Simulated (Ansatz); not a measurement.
# HfC: from a guess to a relaxed structure

Aim: relax a trial structure of HfC and see where it ends.

Computed with Ansatz 0.2.0 (DFT PBE, scalar-relativistic, plane waves, PAW, unless a step's input says otherwise).

### Step 1. The system as given

It takes space group F-43m (No. 216, cubic). Conventional cell: a = 5.027 Å, b = 5.027 Å, c = 5.027 Å, α = 90.00°, β = 90.00°, γ = 90.00°. Hf (site symmetry -43m) is surrounded by 4 C at 2.18 Å. C (site symmetry -43m) is surrounded by 4 Hf at 2.18 Å.

Structure file:

```cif
data_structure
_symmetry_space_group_name_H-M 'P 1'
_symmetry_Int_Tables_number 1
_cell_length_a 3.5544
_cell_length_b 3.5544
_cell_length_c 3.5544
_cell_angle_alpha 60.000
_cell_angle_beta 60.000
_cell_angle_gamma 60.000
_cell_volume 31.75
loop_
_atom_site_label
_atom_site_type_symbol
_atom_site_fract_x
_atom_site_fract_y
_atom_site_fract_z
_atom_site_occupancy
Hf1 Hf 0.00000 0.00000 0.00000 1
C1 C 0.25000 0.25000 0.25000 1
```

Recipe of the guess: species swapped into a database cell of CuBr (F-43m, No. 216), with Hf on the Cu sites and C on the Br sites. The dimensions are guesses.

### Step 2. A first look at the guess

File input.yaml:

```yaml
crystal:
  lattice:
    - [0.0, 2.51336288, 2.51336288]
    - [2.51336288, 0.0, 2.51336288]
    - [2.51336288, 2.51336288, 0.0]
  atoms:
    - { symbol: Hf, position: [0.0, 0.0, 0.0] }
    - { symbol: C, position: [0.25, 0.25, 0.25] }
basis:
  ecutwfc: 420
kpoints:
  mp_grid: { grid: [6, 6, 6] }
hamiltonian:
  xc: pbe
scf:
  occupations: { method: gaussian, width: 0.1 }
  lower_state_search: "off"
output:
  forces: true
  stress: true
  eigenvalues: true
```

Started as:

```
$ ansatz run input.yaml --threads 1 --pin off --max-ram 2560MiB --backend cpu --events-out ev --progress --plain --runs-dir out
```

What it wrote, shortened:

```text
Warning: RAYON_NUM_THREADS=1 ignored (pool sized by the plan → 1); use --threads N
[...]
Pseudopotentials: kind: paw
Pseudopotential: Hf, paw, valence charge 26, recommended cutoff 420 eV (normal), Hf.paw.azcp
Pseudopotential: C, paw, valence charge 4, recommended cutoff 420 eV (normal), C.paw.azcp
Functional definition: PBE
[...]
Crystal: 2 atoms, lattice volume = 31.754 Å³
Basis set: ecut = 420 eV, 609 PW (Γ), exchange–correlation on 48×48×48 points (8 copies of the dense FFT grid, shifted against one another)
Bands: 19, of which v1, the nominal top of the filled ones, is band 15 counted from 1 (14 counted from 0)
Symmetry: 24 space group operations
Space group: F-43m (ITA 216), of the structure as read, at distance tolerance 3.2e-5 Å
k-points: 16 of 216 (time reversal used)
[...]
SCF iter   1: F=—  HF=-15972.890159 eV  |F-HF|=—  |Δ(HF+E_count)|=         —  Δρ=1.27e-2  dr2=8.40e-2  ethr=1.77e-3  ⟨swp⟩=4.0  Hψ=1184  notcnv=0
[...]
SCF iter   6: F=-15972.871689 eV  HF=-15972.871689 eV  |F-HF|=1.28e-8  |Δ(HF+E_count)|=   1.19e-7  Δρ=7.48e-6  dr2=1.22e-8  ethr=3.31e-10  ⟨swp⟩=5.6  Hψ=1399  notcnv=0
[...]
SCF converged after 6 iterations
Free energy (F): -15972.871689 eV
[...]
E sigma→0 (E₀):  -15972.871506 eV
Entropy (-TS):   -0.000365 eV (-0.183 meV/atom)
Fermi energy:    15.090954 eV
[...]
--- Forces (eV/Å), atoms counted from 1 ---
  atom   1  Hf     0.00000000    -0.00000000     0.00000000
  atom   2  C     -0.00000000     0.00000000    -0.00000000
[...]
--- Stress (GPa, compression-positive) ---
        1.528402      -0.000000      -0.000000
        0.000000       1.528402       0.000000
       -0.000000       0.000000       1.528402
  P = ⅓ Tr σ = 1.5284 GPa (15.284 kbar)
--- Band table (eV; the first three rows and the last of 16) ---
  k-point 0: bands = ["-46.0672", "-14.6658", "-14.6658", "-14.6658", "3.6027", "3.9721", "3.9721", "3.9721", "4.0207", "4.0207", "4.0207", "4.6303", "12.6436", "12.6436", "12.6436", "18.2688", "18.5532", "18.5532", "24.1182"]
[...]
```

It took 1 s on 1 thread of Arm Neoverse V1, shared host; peak memory 0.27 GiB.

The probe gives pressure 1.5 GPa, largest force 0.00 eV/Å, gap on this mesh 0.34 eV. The coarse relaxation is skipped.

### Step 3. Final relaxation

File input.yaml:

```yaml
crystal:
  lattice:
    - [0.0, 2.51336288, 2.51336288]
    - [2.51336288, 0.0, 2.51336288]
    - [2.51336288, 2.51336288, 0.0]
  atoms:
    - { symbol: Hf, position: [0.0, 0.0, 0.0] }
    - { symbol: C, position: [0.25, 0.25, 0.25] }
basis:
  ecutwfc: 420
kpoints:
  mp_grid: { grid: [12, 12, 12] }
hamiltonian:
  xc: pbe
scf:
  occupations: { method: gaussian, width: 0.02 }
output:
  forces: true
  stress: true
  eigenvalues: true
  write_density: true
  write_potential: true
  elf: true
  volumetric_format: npy
relax:
  adjacent_minimum: "off"
  f_tol: 0.01
  max_steps: 80
  cell: { stress_tol: 0.05 }
```

Started as:

```
$ ansatz run input.yaml --threads 1 --pin off --max-ram 2560MiB --backend cpu --events-out ev --progress --plain --runs-dir out
```

What it wrote:

```text
Warning: RAYON_NUM_THREADS=1 ignored (pool sized by the plan → 1); use --threads N
Engine: ansatz 0.2.0, aarch64-unknown-linux-gnu
[... 4 set-up lines as earlier in the session ...]
  parameter kappa = 0.804
  parameter beta = 0.06672455060314922
  exchange = pbe_x(kappa = kappa, mu = beta*pi^2/3)
  correlation = pbe_c(beta = beta)
Crystal: 2 atoms, lattice volume = 31.754 Å³
Basis set: ecut = 420 eV, 609 PW (Γ), exchange–correlation on 48×48×48 points (8 copies of the dense FFT grid, shifted against one another)
Bands: 19, of which v1, the nominal top of the filled ones, is band 15 counted from 1 (14 counted from 0)
[... 2 set-up lines as earlier in the session ...]
k-points: 72 of 1728 (time reversal used)
Non-local potential: Hf, projectors of the file, l = 0: 3, l = 1: 2, l = 2: 2, l = 3: 3
Non-local potential: C, projectors of the file, l = 0: 2, l = 1: 2, l = 2: 1
PAW form: soft (Blöchl's): semilocal exchange-correlation on the pseudo side does not see the compensation charge
PAW one-centre angular grid: Hf, 590 points (default); XC on 64 Gauss nodes
PAW one-centre angular grid: C, 110 points (default); XC on 64 Gauss nodes
Initial density: superposition of atomic densities (neutral atoms: chi_scale 0, normalization atom), corrected by the library's trained network
Initial wavefunctions: pseudopotential atomic-orbital guess
Functional: x = pbe(κ = 0.804, μ = 0.2195149727645171), c = pbe(β = 0.06672455060314922)
SCF iter   1: F=—  HF=-15972.887939 eV  |F-HF|=—  |Δ(HF+E_count)|=         —  Δρ=1.28e-2  dr2=8.50e-2  ethr=1.77e-3  ⟨swp⟩=4.8  Hψ=5601  notcnv=0
preconditioner: auto → none  [insulator: Δε(μ)=0.467 eV  Ē_g=17.462 eV  σ=0.020 eV  W_gap=1.00  n_scr=14 (ndim 8)  ℏωp=34.9 eV  f_vac=0.000  D(μ)=0.00/eV (n_scr^D=0)  ε∞_Penn≈5.0]
SCF iter   2: F=—  HF=-15972.869529 eV  |F-HF|=—  |Δ(HF+E_count)|=   1.84e-2  Δρ=2.42e-3  dr2=2.54e-3  ethr=2.83e-4  ⟨swp⟩=2.0  Hψ=2235  notcnv=0
SCF iter   3: F=—  HF=-15972.869115 eV  |F-HF|=—  |Δ(HF+E_count)|=   4.14e-4  Δρ=7.33e-4  dr2=1.07e-4  ethr=8.46e-6  ⟨swp⟩=2.0  Hψ=1920  notcnv=0
SCF iter   4: F=—  HF=-15972.869150 eV  |F-HF|=—  |Δ(HF+E_count)|=   3.56e-5  Δρ=1.55e-4  dr2=6.75e-6  ethr=3.58e-7  ⟨swp⟩=2.4  Hψ=2336  notcnv=0
SCF iter   5: F=—  HF=-15972.869149 eV  |F-HF|=—  |Δ(HF+E_count)|=   1.55e-6  Δρ=4.78e-5  dr2=5.40e-7  ethr=2.25e-8  ⟨swp⟩=2.0  Hψ=2448  notcnv=0
SCF iter   6: F=-15972.869149 eV  HF=-15972.869149 eV  |F-HF|=1.36e-8  |Δ(HF+E_count)|=   1.03e-7  Δρ=9.09e-6  dr2=2.59e-8  ethr=3.33e-10  ⟨swp⟩=9.4  Hψ=10267  notcnv=0
SCF 1 converged in 6 iterations: F = -15972.869149 eV  dr2 = 2.59e-8
  Residual-converged pass: ⟨swp⟩=1.0  Hψ=1657  notcnv=0  max |occ|·‖R‖ = 6.9e-9 eV (tolerance 1.0e-8 eV)  dr2=2.59e-8  dr2_onsite=1.65e-9  max |Δocc| = 1.2e-31
relax step   1: F+E_penalty+E_count = -15972.86914875 eV  Δ(F+E_penalty+E_count) = +0.000e0 eV  max|allowed force component| = 4.626e-16 eV/Å  Δτ_max = 0.0000 Å  P = +1.655 GPa  Ω = 31.754 Å³  (6 SCF iters, dr2 threshold 1.00e-7 eV, accepted)
Crystal: 2 atoms, lattice volume = 32.192 Å³
Initial density: handed on by an earlier stage of this run
Initial wavefunctions: those handed on with the density
iter 1 solved again at ethr=1.04e-5 eV; its pass at ethr=3.10e-3 eV (dr2=3.13e-3 eV) is discarded
SCF iter   1: F=—  HF=-15972.870717 eV  |F-HF|=—  |Δ(HF+E_count)|=         —  Δρ=2.51e-3  dr2=2.88e-3  ethr=1.04e-5  ⟨swp⟩=2.0  Hψ=7354  notcnv=0
preconditioner: auto → none  [insulator: Δε(μ)=0.260 eV  Ē_g=17.444 eV  σ=0.020 eV  W_gap=1.00  n_scr=14 (ndim 8)  ℏωp=34.6 eV  f_vac=0.001  D(μ)=0.00/eV (n_scr^D=0)  ε∞_Penn≈4.9]
SCF iter   2: F=—  HF=-15972.870061 eV  |F-HF|=—  |Δ(HF+E_count)|=   6.56e-4  Δρ=5.04e-4  dr2=9.42e-5  ethr=9.59e-6  ⟨swp⟩=2.0  Hψ=1858  notcnv=0
SCF iter   3: F=—  HF=-15972.870049 eV  |F-HF|=—  |Δ(HF+E_count)|=   1.17e-5  Δρ=1.11e-4  dr2=1.95e-6  ethr=3.14e-7  ⟨swp⟩=2.0  Hψ=1637  notcnv=0
SCF iter   4: F=—  HF=-15972.870051 eV  |F-HF|=—  |Δ(HF+E_count)|=   1.81e-6  Δρ=2.56e-5  dr2=1.91e-7  ethr=6.50e-9  ⟨swp⟩=2.0  Hψ=2187  notcnv=0
iter 5 did not close the SCF: its close was put off for the readings that it lacked (scf_convergence_deferred on its scf_iter line)
SCF iter   5: F=-15972.870051 eV  HF=-15972.870051 eV  |F-HF|=2.11e-8  |Δ(HF+E_count)|=   5.13e-7  Δρ=1.19e-5  dr2=1.67e-8  ethr=6.36e-10  ⟨swp⟩=2.0  Hψ=2450  notcnv=0
SCF iter   6: F=-15972.870051 eV  HF=-15972.870051 eV  |F-HF|=8.80e-9  |Δ(HF+E_count)|=   9.53e-9  Δρ=1.32e-6  dr2=8.49e-10  ethr=5.57e-11  ⟨swp⟩=5.7  Hψ=8312  notcnv=0
SCF 2 converged in 6 iterations: F = -15972.870051 eV  dr2 = 8.49e-10
relax step   2: F+E_penalty+E_count = -15972.87005061 eV  Δ(F+E_penalty+E_count) = -9.019e-4 eV  max|allowed force component| = 3.793e-16 eV/Å  Δτ_max = 0.0000 Å  P = -0.531 GPa  Ω = 32.192 Å³  energy of the carried Pulay correction = -6.053e-4 eV  (6 SCF iters, dr2 threshold 2.00e-7 eV, accepted)
Crystal: 2 atoms, lattice volume = 32.085 Å³
iter 1 solved again at ethr=6.15e-7 eV; its pass at ethr=3.10e-3 eV (dr2=1.85e-4 eV) is discarded
SCF iter   1: F=—  HF=-15972.870414 eV  |F-HF|=—  |Δ(HF+E_count)|=         —  Δρ=6.12e-4  dr2=1.69e-4  ethr=6.15e-7  ⟨swp⟩=2.0  Hψ=7123  notcnv=0
preconditioner: auto → none  [insulator: Δε(μ)=0.297 eV  Ē_g=17.445 eV  σ=0.020 eV  W_gap=1.00  n_scr=14 (ndim 8)  ℏωp=34.7 eV  f_vac=0.000  D(μ)=0.00/eV (n_scr^D=0)  ε∞_Penn≈5.0]
SCF iter   2: F=—  HF=-15972.870380 eV  |F-HF|=—  |Δ(HF+E_count)|=   3.37e-5  Δρ=1.21e-4  dr2=5.44e-6  ethr=5.65e-7  ⟨swp⟩=2.0  Hψ=1637  notcnv=0
iter 3 did not close the SCF: its close was put off for the readings that it lacked (scf_convergence_deferred on its scf_iter line)
SCF iter   3: F=-15972.870380 eV  HF=-15972.870380 eV  |F-HF|=6.56e-8  |Δ(HF+E_count)|=   8.39e-7  Δρ=2.69e-5  dr2=1.12e-7  ethr=1.81e-8  ⟨swp⟩=2.0  Hψ=1639  notcnv=0
iter 4 did not close the SCF: its close was put off for the readings that it lacked (scf_convergence_deferred on its scf_iter line)
SCF iter   4: F=-15972.870380 eV  HF=-15972.870380 eV  |F-HF|=5.39e-8  |Δ(HF+E_count)|=   1.01e-7  Δρ=4.84e-6  dr2=7.49e-9  ethr=3.73e-10  ⟨swp⟩=2.0  Hψ=2432  notcnv=0
iter 5 did not close the SCF: its close was put off for the readings that it lacked (scf_convergence_deferred on its scf_iter line)
SCF iter   5: F=-15972.870380 eV  HF=-15972.870380 eV  |F-HF|=4.38e-10  |Δ(HF+E_count)|=   1.87e-8  Δρ=2.78e-6  dr2=9.13e-10  ethr=2.50e-11  ⟨swp⟩=2.0  Hψ=2451  notcnv=0
SCF iter   6: F=-15972.870380 eV  HF=-15972.870380 eV  |F-HF|=1.53e-10  |Δ(HF+E_count)|=  3.27e-10  Δρ=1.88e-7  dr2=1.66e-11  ethr=3.04e-12  ⟨swp⟩=4.6  Hψ=7393  notcnv=0
SCF 3 converged in 6 iterations: F = -15972.870380 eV  dr2 = 1.66e-11
relax step   3: F+E_penalty+E_count = -15972.87037963 eV  Δ(F+E_penalty+E_count) = -3.290e-4 eV  max|allowed force component| = 3.701e-16 eV/Å  Δτ_max = 0.0000 Å  P = -0.007 GPa  Ω = 32.085 Å³  energy of the carried Pulay correction = -4.575e-4 eV  (6 SCF iters, dr2 threshold 2.00e-7 eV, accepted)
Initial wavefunctions: pseudopotential atomic-orbital guess (no wavefunctions were taken with the density)
iter 1 solved again at ethr=4.44e-8 eV; its pass at ethr=3.10e-3 eV (dr2=1.33e-5 eV) is discarded
SCF iter   1: F=—  HF=-15972.870820 eV  |F-HF|=—  |Δ(HF+E_count)|=         —  Δρ=3.82e-5  dr2=8.24e-8  ethr=4.44e-8  ⟨swp⟩=3.2  Hψ=9615  notcnv=0
preconditioner: auto → none  [insulator: Δε(μ)=0.289 eV  Ē_g=17.446 eV  σ=0.020 eV  W_gap=1.00  n_scr=14 (ndim 8)  ℏωp=34.7 eV  f_vac=0.000  D(μ)=0.00/eV (n_scr^D=0)  ε∞_Penn≈5.0]
SCF iter   2: F=—  HF=-15972.870827 eV  |F-HF|=—  |Δ(HF+E_count)|=   7.37e-6  Δρ=1.93e-5  dr2=1.94e-8  ethr=2.75e-10  ⟨swp⟩=2.1  Hψ=2457  notcnv=0
SCF iter   3: F=—  HF=-15972.870827 eV  |F-HF|=—  |Δ(HF+E_count)|=   4.08e-8  Δρ=9.19e-6  dr2=3.32e-9  ethr=6.48e-11  ⟨swp⟩=2.0  Hψ=2348  notcnv=0
SCF iter   4: F=—  HF=-15972.870827 eV  |F-HF|=—  |Δ(HF+E_count)|=   1.40e-8  Δρ=1.36e-6  dr2=8.45e-11  ethr=1.11e-11  ⟨swp⟩=2.0  Hψ=2160  notcnv=0
iter 5 did not close the SCF: its close was put off for the readings that it lacked (scf_convergence_deferred on its scf_iter line)
SCF iter   5: F=-15972.870827 eV  HF=-15972.870827 eV  |F-HF|=5.46e-12  |Δ(HF+E_count)|=  3.37e-10  Δρ=1.60e-7  dr2=2.02e-12  ethr=1.00e-12  ⟨swp⟩=3.0  Hψ=2363  notcnv=0
SCF iter   6: F=-15972.870827 eV  HF=-15972.870827 eV  |F-HF|=1.82e-12  |Δ(HF+E_count)|=  7.28e-12  Δρ=1.24e-8  dr2=3.57e-14  ethr=1.00e-12  ⟨swp⟩=4.1  Hψ=6040  notcnv=0
SCF 4 converged in 6 iterations: F = -15972.870827 eV  dr2 = 3.57e-14
relax step   4: F+E_penalty+E_count = -15972.87082703 eV  Δ(F+E_penalty+E_count) = -4.474e-4 eV  max|allowed force component| = 4.256e-16 eV/Å  Δτ_max = 0.0000 Å  P = +0.011 GPa  Ω = 32.085 Å³  stress off target by 1.06e-2 GPa  SCF on the basis re-selected at this cell (its energy is not comparable with the rows above)  (6 SCF iters)
basis re-selected at this cell: Δ(F+E_penalty+E_count) = -4.474e-4 eV, ΔP = +0.017 GPa vs the last step (what re-selecting the basis moved, of the pressure what is left beyond the Pulay correction that the steps carried, after the strain that the cell walked since its last selection, with what the two solves' SCF thresholds leave and, on support functions, any second-order correction that the steps lacked; it is no measure of the basis error at this ecutwfc). This SCF's stress stands 1.06e-2 GPa from its target on what of the cell is left free (relax.cell.stress_tol is 5.00e-2 GPa) and its largest allowed force component is 4.26e-16 eV/Å (relax.f_tol is 1.00e-2 eV/Å): within both
SCF converged after 6 iterations
Free energy (F): -15972.870827 eV
Harris-Foulkes:  -15972.870827 eV  (|F-HF|=1.82e-12)
Internal energy: -15972.870827 eV  (E = F + TS)
E sigma→0 (E₀):  -15972.870827 eV
Fermi energy:    14.889206 eV
--- Per-component energies (eV) ---
  E_band       = -41.890095
  E_kinetic    = 510.935378
  E_local      = -5824.991682  (includes V_loc(G=0)·N_el)
  E_nonlocal   = -1216.464080
  E_hartree    = 2699.241938
  E_xc         = -347.954658
  E_vxc        = -325.460015  (∫ρ·V_xc dr)
  E_paw        = -7026.899507  (= ΣΔE_a)
  E_vpaw       = 1415.606415  (= ΣTr[D̂ρ^β])
  E_aug_tail   = 0.000005  (compensation charges beyond the density's cutoff)
  E_ewald      = -4766.738221
  E_smearing   = -0.000000  (= −TS)
  E_closure    = 0.000000  (closes the sum)
  Σ components = -15972.870827   (vs F -15972.870827, Δ=0.00e0)
--- Forces (eV/Å), atoms counted from 1 ---
  atom   1  Hf    -0.00000000    -0.00000000    -0.00000000
  atom   2  C      0.00000000     0.00000000     0.00000000
  max |Σ_I F_I| component: 2.59e-16 eV/Å
--- Stress (GPa, compression-positive) ---
        0.010604      -0.000000      -0.000000
       -0.000000       0.010604      -0.000000
       -0.000000       0.000000       0.010604
  P = ⅓ Tr σ = 0.0106 GPa (0.106 kbar)
--- Band table (eV; the first three rows and the last of 72) ---
  k-point 0: bands = ["-46.2972", "-14.8928", "-14.8928", "-14.8928", "3.4101", "3.7420", "3.7420", "3.7420", "3.7891", "3.7891", "3.7891", "4.4523", "12.4892", "12.4892", "12.4892", "18.0394", "18.3377", "18.3377", "23.8635"]
  k-point 1: bands = ["-46.2963", "-14.9148", "-14.8959", "-14.8959", "3.4461", "3.7422", "3.7432", "3.7432", "3.7869", "3.7869", "3.7892", "4.5289", "12.3218", "12.5473", "12.5473", "18.2406", "18.2406", "18.3819", "23.6559"]
  k-point 2: bands = ["-46.2939", "-14.9743", "-14.9045", "-14.9045", "3.5244", "3.7430", "3.7463", "3.7463", "3.7814", "3.7814", "3.7894", "4.7604", "11.9708", "12.6972", "12.6972", "18.0673", "18.0673", "19.1781", "23.2393"]
  k-point 71: bands = ["-46.2796", "-15.1311", "-15.0800", "-15.0118", "3.7236", "3.7486", "3.7551", "3.7633", "3.7640", "3.7648", "3.7747", "6.4174", "11.9319", "12.7801", "14.7447", "15.0337", "18.2695", "19.8097", "21.1402"]
--- Relaxed structure (3 steps of the walk, 3 accepted, 1 SCFs on fresh bases) ---
  F+E_penalty+E_count = -15972.87082703 eV   max|allowed force component| = 4.256e-16 eV/Å   (the final SCF, on the basis selected at the relaxed cell)
  cell:  # Å, volume = 32.0846 Å³
    - [6.827798524080089e-33, 2.5220604765085364, 2.5220604765085364]
    - [2.5220604765085364, 1.3349874726186445e-32, 2.5220604765085364]
    - [2.5220604765085364, 2.5220604765085364, 1.3859411929476e-32]
  atoms:
    - { symbol: Hf, position: [-1.58363730525068e-33, 1.2260417847102036e-33, 2.1966581976057817e-33] }
    - { symbol: C, position: [0.25, 0.25, 0.25] }
```

Run time: 19 s. Hardware: 1 thread of Arm Neoverse V1, shared host; peak memory 0.35 GiB.

The steps of the relaxation:

| step | E - E(step 1) (eV/cell) | largest force component (eV/Å) | pressure (GPa) | volume (Å³) |
| --- | --- | --- | --- | --- |
| 1 | 0.0000 | 0.0000 | 1.65 | 31.75 |
| 2 | -0.0009 | 0.0000 | -0.53 | 32.19 |
| 3 | -0.0012 | 0.0000 | -0.01 | 32.08 |
| 4 | -0.0017 | 0.0000 | 0.01 | 32.08 |

Step 1 is the start. Step 4 repeats the geometry before it on a plane-wave basis chosen anew for that cell, so its energy need not be comparable with the rows above.

Lengths and angles in the start's conventional setting:

|  | before | after | change |
| --- | --- | --- | --- |
| a (Å) | 5.027 | 5.044 | +0.3 % |
| b (Å) | 5.027 | 5.044 | +0.3 % |
| c (Å) | 5.027 | 5.044 | +0.3 % |
| volume (Å³/atom) | 15.88 | 16.04 | +1.0 % |
| shortest distance (Å) | 2.177 | 2.184 | +0.3 % |
| space group (0.01 Å) | F-43m | F-43m | same |

The run keeps the 24 symmetry operations of the start, so it could not have lowered the symmetry.

Axes a, b and c in the maps are those of this run's conventional cell (a, b, c = 5.044, 5.044, 5.044 Å).

Density in a lattice plane of the grid's cell (edges 5.04 and 5.04 Å, at 0.000 of the third edge), which holds Hf.

Values in e/Å³, 12 rows by 12 columns:
```
16.81  8.01  1.10  0.18  0.10  0.07  0.06  0.07  0.10  0.18  1.10  8.03
 2.04  1.10  0.34  0.21  0.15  0.10  0.08  0.10  0.15  0.21  0.34  1.10
 0.19  0.18  0.21  0.23  0.21  0.18  0.18  0.18  0.21  0.23  0.21  0.18
 0.08  0.10  0.15  0.21  0.34  1.10  2.04  1.10  0.34  0.21  0.15  0.10
 0.06  0.07  0.10  0.18  1.10  8.01 16.81  8.03  1.10  0.18  0.10  0.07
 0.05  0.06  0.08  0.19  2.04 16.81 35.50 16.81  2.04  0.18  0.08  0.06
 0.06  0.07  0.10  0.18  1.10  8.03 16.81  8.01  1.10  0.18  0.10  0.07
 0.08  0.10  0.15  0.21  0.34  1.10  2.04  1.10  0.34  0.21  0.15  0.10
 0.18  0.18  0.21  0.23  0.21  0.18  0.19  0.18  0.21  0.23  0.21  0.18
 2.04  1.10  0.34  0.21  0.15  0.10  0.08  0.10  0.15  0.21  0.34  1.10
16.81  8.03  1.10  0.18  0.10  0.07  0.06  0.07  0.10  0.18  1.10  8.01
35.50 16.81  2.04  0.18  0.08  0.06  0.05  0.06  0.08  0.19  2.04 16.81
```
Columns run along the first of these edges and rows up along the second, over one cell in 12 and 12 even steps from the bottom left corner. Atoms in the plane (fractional): Hf at (0.00, 0.00), Hf at (0.50, 0.50).

ELF in the same plane.

Ten even steps from ' ' (0.06) to '@' (0.84):
```
@@@@@@%%==..                          ..==%%@@@@
@@@@%%**::....::::::..      ..::::::....::**%%@@
##**==::....--====--..      ..--====--....::==**
........::==++**++--..      ..--++**++==::......
      ::==**##**==::          ::==**##**==::    
    ..--++**++==::..............::==++**++--..  
    ..--====--....::==**##**==::....--====--..  
    ..::::::....::**%%@@@@@@%%**::....::::::..  
              ..==%%@@@@@@@@@@%%==..            
              ..++%%@@@@%%@@@@%%++..            
              ..==%%@@@@@@@@@@%%==..            
    ..::::::....::**%%@@@@@@%%**::....::::::..  
    ..--====--....::==**##**==::....--====--..  
    ..--++**++==::..............::==++**++--..  
      ::==**##**==::          ::==**##**==::    
........::==++**++--..      ..--++**++==::......
##**==::....--====--..      ..--====--....::==**
@@@@%%**::....::::::..      ..::::::....::**%%@@
@@@@@@%%==..                          ..==%%@@@@
%%@@@@%%++..                          ..++%%@@@@
```
Columns run along the first of these edges and rows up along the second, over one cell in 24 and 20 even steps from the bottom left corner. Atoms in the plane (fractional): Hf at (0.00, 0.00), Hf at (0.50, 0.50).

Both are smooth fields of the valence electrons: close to the nuclei they are not physical.

Outside the cores ELF peaks at 0.81 in the shell around C, 0.7 Å from C.

### Step 4. Results

| quantity | value |
| --- | --- |
| symmetry at the end (tolerance 0.02 Å) | space group F-43m (No. 216) |
| conventional cell | a = 5.044 Å, b = 5.044 Å, c = 5.044 Å, α = 90.00°, β = 90.00°, γ = 90.00° |
| volume | 16.04 Å³/atom |
| energy over the elements | -0.28 eV/atom |
| gap on the mesh | 0.29 eV |

What this shows: The space group F-43m (No. 216) is kept, and the volume per atom grows by 1.0 % from the first guess. It lies below the elements, which doesn't yet make it stable: competing phases were not computed in this session. No finished test with a distortion of lower symmetry is shown, so the end may be a saddle point. Spin-orbit coupling is left out, which matters for the bands of Hf.
